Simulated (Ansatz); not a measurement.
How Rh stores the work of compression

All numbers below come from DFT PBE, scalar-relativistic, plane waves, PAW (Ansatz 0.2.0). (420 eV cutoff, 18×18×10 k-mesh, Gaussian smearing of 0.10 eV, no spin polarisation)

The relaxed crystal:

```
CELL_PARAMETERS angstrom
2.72479 0.00000 0.00000
-1.36239 2.35974 0.00000
0.00000 0.00000 4.38484
ATOMIC_POSITIONS crystal
Rh 0.66667 0.33333 0.75000
Rh 0.33333 0.66667 0.25000
```

Cell and atoms were relaxed at each target pressure within the start's symmetry (P6_3/mmc), at zero temperature; other phases can be more stable under pressure. H = E + PV with P the target; E is the free energy at the smearing used, whose derivative the pressure is, per atom and counted from zero pressure.

```tsv
P (GPa)	V (Å³/atom)	E − E0 (meV)	H − H0 (meV)
0	14.097	0.0	0.0
1	14.043	0.2	87.8
4	13.888	2.5	349.3
12	13.515	20.9	1033.1
25	13.016	77.7	2108.7
50	12.283	246.2	4079.3
90	11.450	603.6	7035.6
```

Thermodynamics gives dH/dP = V along a relaxed path. Integrate V over P by the trapezoid rule and compare with the computed enthalpies.

With 1 eV/Å³ = 160.22 GPa, each step adds the mean volume times ΔP / 160.22:
```tsv
P (GPa)	∫V dP (meV)	H − H0 (meV)	difference (meV)
1	87.8	87.8	0.0
4	349.3	349.3	0.1
12	1033.5	1033.1	0.4
25	2109.8	2108.7	1.1
50	4083.6	4079.3	4.2
90	7046.2	7035.6	10.6
```

V(P) curves upward, so the trapezoid rule runs high; integrating a smooth curve through the same points puts that excess at about 10.3 meV at 90 GPa, against the 10.6 meV found.

At 90 GPa, how much of the enthalpy change is stored energy and how much is the PV term?

E rises by 604 meV/atom and PV is 90 × 11.450 / 160.22 = 6432 meV/atom, so PV makes 91 % of ΔH. So between rival structures at high pressure a small difference in volume can outweigh the difference in energy: 1 % of this volume is worth 64.3 meV/atom at this pressure.

What bulk modulus do the lowest pressures give?

From the pressures that the runs reached, -1.02 GPa (14.154 Å³) and 0.98 GPa (14.043 Å³), B = −ΔP/Δln V = 2.00 / 0.0078 = 255 GPa, a mean over that range.

This form isn't the element's structure at ambient conditions.